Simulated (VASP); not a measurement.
# GaP: single point with PBE

**What was measured.**

“Stacking defects in GaP nanowires: Electronic structure and optical properties”, 2018, arxiv:1810.01194 quotes, for a bulk crystal of GaP at 10 K: band gap 2.34 eV (indirect).

Crystal: GaP.

```xyz
2
Lattice="0.0000 2.7252 2.7252 2.7252 0.0000 2.7252 2.7252 2.7252 0.0000" Properties=species:S:1:pos:R:3 pbc="T T T"
Ga    0.0000    0.0000    0.0000
P     4.0879    4.0879    4.0879
```

```yaml
Program: VASP 6.6.1
Task: single point
Functional: PBE
Potentials_or_basis: VASP PAW PBE potentials, release 64 (Ga_d, P)
Cutoff: 520 eV
k_mesh: 8 × 8 × 8
Occupations: gaussian, width 0.013 eV
Spin: no spin polarisation
```

```
Pressure               : 2.4 GPa
Band gap on the k mesh : 1.64 eV, indirect (least direct gap 1.83 eV)
```

Levels at points of the mesh, in eV from the valence-band top:
```csv
k point,band 6,band 7,band 8,band 9,band 10,band 11,band 12,band 13
"(0.00, 0.00, 0.00)",-12.49,0.00,0.00,0.00,1.83,3.89,3.89,3.89
"(0.50, 0.00, 0.00)",-10.43,-6.63,-1.12,-1.12,1.67,4.72,4.72,8.29
"(0.50, 0.50, 0.00)",-9.53,-6.75,-2.68,-2.68,1.65,1.82,10.60,10.60
```

Wall time 26 s on 1 thread of Intel(R) Xeon(R) Platinum 8259CL CPU @ 2.50GHz (Skylake/Cascade Lake), on a shared host, peak memory 0.16 GiB.

Measured gap of GaP: 2.34 eV (indirect; 10 K; quoted in “Stacking defects in GaP nanowires: Electronic structure and optical properties”, 2018, arxiv:1810.01194). This calculation gives 1.64 eV (-0.70 eV). Spin-orbit coupling on Ga is left out. The value is that of PBE on a finite k mesh, which can miss the band edges, without temperature or zero-point motion. Semilocal functionals fall short of measured gaps as a rule.
